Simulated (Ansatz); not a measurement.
## Response to strain in PbF2

Start from PbF2 in the fluorite structure (space group Fm-3m, No. 225; a = 5.899 Å). Axes: x, y, z lie along the cube axes.

Strains are applied to the cell and any free atomic positions relax; under biaxial strain the out-of-plane vector relaxes too.

Computed with DFT with PBEsol, PAW potentials and a 420 eV plane-wave cutoff in Ansatz (a first-principles code), no SOC.

Notes on the quantities. energy relative to the base: free energy F.

```csv
"biaxial strain, plane normal [111], relaxed out of plane (%)",energy relative to the base (meV/atom)
0,0.0
0.42,0.2
0.83,0.7
1.25,?
1.67,2.8
2.08,4.3
2.5,6.2
```

Problem. Fit ΔE = Aε² + Bε³ (ε in %) to the rows shown and predict the withheld row.

Solution. Least squares on the printed values gives A = 1.02 and B = -0.013 meV/atom (largest residual 0.0 meV/atom); this predicts 1.6 meV/atom, and the run gives 1.6 meV/atom, in agreement.

Stability against distortions was not tested.
